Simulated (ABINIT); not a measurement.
# BaS (Fm-3m): G0W0 with and without spin-orbit coupling, part 2 of 2

Is the spin-orbit change of the gap of BaS (Fm-3m) the same in DFT and in GW?

ABINIT 10.8.3; PBE and many-body steps on it, plane waves. Known limits of the many-body steps: not at the basis limit; screening head approximate; no spin-orbit coupling in some runs.

So far. Step 4 (Scalar-relativistic): The gap on the mesh goes from 2.15 eV to 3.53 eV, a correction of +1.39 eV. Step 5 (Empty states on the mesh, 4×4×4 mesh, 534 bands): On this mesh the gap is 2.095 eV.

## 7. With spin-orbit coupling

This step: G0W0 on PBE with spin-orbit coupling, plane waves, norm-conserving pseudopotentials.

Input file run.abi:

```
acell 3*1.0 Angstrom
rprim 
  -0.000000000000 3.193750000000 3.193750000000
  3.193750000000 -0.000000000000 3.193750000000
  3.193750000000 3.193750000000 -0.000000000000
ntypat 2
znucl 56 16
natom 2
typat 1 2
xred 
  0.000000000000 0.000000000000 0.000000000000
  0.500000000000 0.500000000000 0.500000000000
pp_dirpath "pseudos"
pseudos "Ba.upf, S.upf"
ecut 20
nspinor 2
ngkpt 4 4 4
nshiftk 1
shiftk 0 0 0
kptopt 1
chksymbreak 0
istwfk *1
occopt 1
irdwfk 1
optdriver 4
nband 526
gwcalctyp 0
ecutsigx 20
symsigma 0
nkptgw 2
kptgw 
  0.0000000000 0.0000000000 0.0000000000
  0.5000000000 0.5000000000 0.0000000000
bdgw 
  13 22
  13 20
ecuteps 7.7
irdscr 1
ppmodel 1
indata_prefix "in"
outdata_prefix "out"
tmpdata_prefix "tmp"
```

On the command line:

```
$ OMP_NUM_THREADS=1 mpirun -n 4 abinit run.abi > log
```

What it wrote:

```text
.Version 10.8.3 of ABINIT. v10.8.2 released Aug 2026.

 Symmetries : space group Fm -3 m (#225); Bravais cF (face-center cubic)
[... echo of the input left out ...]
== DATASET  1 ==================================================================
-   mpi_nproc: 4, omp_nthreads: 1 (-1 if OMP is not activated)

--- !DatasetInfo
iteration_state: {dtset: 1, }
dimensions: {natom: 2, nkpt: 8, mband: 526, nsppol: 1, nspinor: 2, nspden: 1, mpw: 1893, }
cutoff_energies: {ecut:  20.0, pawecutdg:  -1.0, }
electrons: {nelect:   1.60000000E+01, charge:   0.00000000E+00, occopt:   1.00000000E+00, tsmear:   1.00000000E-02, }

 SIGMA: Calculation of the GW corrections

 Based on a program developped by R.W. Godby, V. Olevano, G. Onida, and L. Reining.
 Incorporated in ABINIT by V. Olevano, G.-M. Rignanese, and M. Torrent.
.Using double precision arithmetic ; gwpc =  8

[... cell and pseudopotentials left out ...]
--------------------------------------------------------------------------------

 ==== K-mesh for the wavefunctions ====
 Number of points in the irreducible wedge :     8
[... list of points left out ...]
 Together with 48 symmetry operations and time-reversal symmetry
 yields    64 points in the full Brillouin Zone.

 ==== Q-mesh for screening function ====
 Number of points in the irreducible wedge :     8
[... list of points left out ...]
 Together with 48 symmetry operations and time-reversal symmetry
 yields    64 points in the full Brillouin Zone.

 vcoul_init : cutoff-mode = AUXILIARY_FUNCTION
 q-points for optical limit:   1
     1)      0.000010    0.000020    0.000030
 setmesh: FFT mesh size selected  =    36x   36x   36
          total number of points  =        46656

 Number of electrons calculated from density =   16.0000; Expected =   16.0000
[...]
number of omega for Sigma on real axis              0
 max omega for Sigma on real axis  [eV]           0.00
 zcut for avoiding poles [eV]                     0.10

 EPSILON^-1 parameters (SCR file):
 dimension of the eps^-1 matrix on file            459
 dimension of the eps^-1 matrix used               459
 number of plane-waves for wavefunctions          1893
 number of bands                                   526
 number of q-points in IBZ                           8
 number of frequencies                               2
 number of real frequencies                          1
 number of imag frequencies                          1

 matrix elements of self-energy operator (all in [eV])

 Perturbative Calculation

--- !SelfEnergy_ee
iteration_state: {dtset: 1, }
kpoint     : [   0.000,    0.000,    0.000, ]
spin       : 1
KS_gap     :    3.579
QP_gap     :    4.867
Delta_QP_KS:    1.288
data: !SigmaeeData |
     Band     E0 <VxcDFT>   SigX SigC(E0)      Z dSigC/dE  Sig(E)    E-E0       E
       13   3.734 -12.603 -15.718   1.630   0.768  -0.303 -13.743  -1.140   2.595
       14   3.734 -12.603 -15.718   1.630   0.768  -0.303 -13.743  -1.140   2.595
       15   3.734 -12.603 -15.704   1.621   0.768  -0.302 -13.740  -1.137   2.597
[...]
--- !SelfEnergy_ee
iteration_state: {dtset: 1, }
kpoint     : [   0.500,    0.500,    0.000, ]
spin       : 1
KS_gap     :    2.184
QP_gap     :    3.581
Delta_QP_KS:    1.397
data: !SigmaeeData |
     Band     E0 <VxcDFT>   SigX SigC(E0)      Z dSigC/dE  Sig(E)    E-E0       E
[...]
19   9.654 -10.950  -6.019  -4.068   0.816  -0.226 -10.246   0.704  10.358
       20   9.654 -10.950  -6.019  -4.068   0.816  -0.226 -10.246   0.704  10.358

== END DATASET(S) ==============================================================
================================================================================

 -outvars: echo values of variables after computation  --------
           etotal      0.0000000000E+00
            nband         526
             nkpt           8
          spgroup         225
 [... the other variables as echoed above ...]

 Calculation completed.
```

Run time: 40 min. Hardware: 4 MPI ranks of Intel Xeon Platinum 8488C (Sapphire Rapids), shared host; peak memory 3.5 GiB; 2.7 h of CPU time.

This step gave:

| Property | Result |
| --- | --- |
| G0W0 gap on the points computed | 3.479 eV |
| starting gap on the mesh | 2.095 eV |
| k of the valence top | 0, 0, 0 |
| k of the conduction bottom | 0.5, 0.5, 0 |
| Z at the valence top | 0.768 |
| Z at the conduction bottom | 0.823 |
| least direct G0W0 gap on the computed points | 3.581 eV |

Against G0W0 in ABINIT (4×4×4 mesh, 263 bands, screening to 209.5 eV, Godby-Needs plasmon pole), the gap moves by −0.056 eV.

## 8. The runs together

Times are wall times on 4 MPI ranks of Intel Xeon Platinum 8488C (Sapphire Rapids), shared host, good to a factor of about two. A run's time includes the screening step that it read.

| run | mesh | bands | screening cutoff (eV) | DFT gap (eV) | gap on the mesh (eV) | direct (eV) | ε∞ used | time |
| --- | --- | --- | --- | --- | --- | --- | --- | --- |
| scalar-relativistic | 4×4×4 | 263 | 209.5 | 2.146 | 3.535 | 3.672 | 5.03 | 1.9 min |
| with spin-orbit coupling | 4×4×4 | 526 | 209.5 | 2.095 | 3.479 | 3.581 | 5.05 | 47 min |

## 9. Summary of results

| Quantity | Value |
| --- | --- |
| scalar-relativistic | 3.535 eV |
| with spin-orbit coupling | 3.479 eV |
| known limits | not at the basis limit; screening head approximate; no spin-orbit coupling in some runs |

In words: With spin-orbit coupling: −0.056 eV against scalar-relativistic, −0.052 eV of it in the start. Bands and cutoff are finite, so the gap is not at the basis limit. The miss can reach some tenths of an eV and take either sign; the mesh is an error of its own. In the G0W0 runs levels were corrected at 2 k points alone, so a gap called «on the mesh» is the least over those, and an edge elsewhere would be missed. The long-wavelength limit of the screening leaves out the non-local commutator, which shifts ε∞.

[Paths, hosts, dates, memory and timing lines, banners, echoed tables and standing remarks are left out of the program output.]

[Logs are printed without paths, hosts, clocks, repeated set-up lines and the standing remarks that a program may print on its own settings, such as how far it seeks lower states.]

[Runs of the session that timed out or met a known fault of the program may be left out.]

[Hosts, paths, dates, database ids (printed as entryN), source tags and the programs' standing remarks are cut or masked in the printed files.]

[G0W0 gaps are taken among the corrected bands and points alone; a level outside them can change the order at an edge.]

[Where Ansatz stands beside ABINIT at settings called matched, ABINIT's density can come from a denser mesh and the files from another edition; pairs whose starting gaps differed by over 0.03 eV were left out, so agreement reads better than it is.]
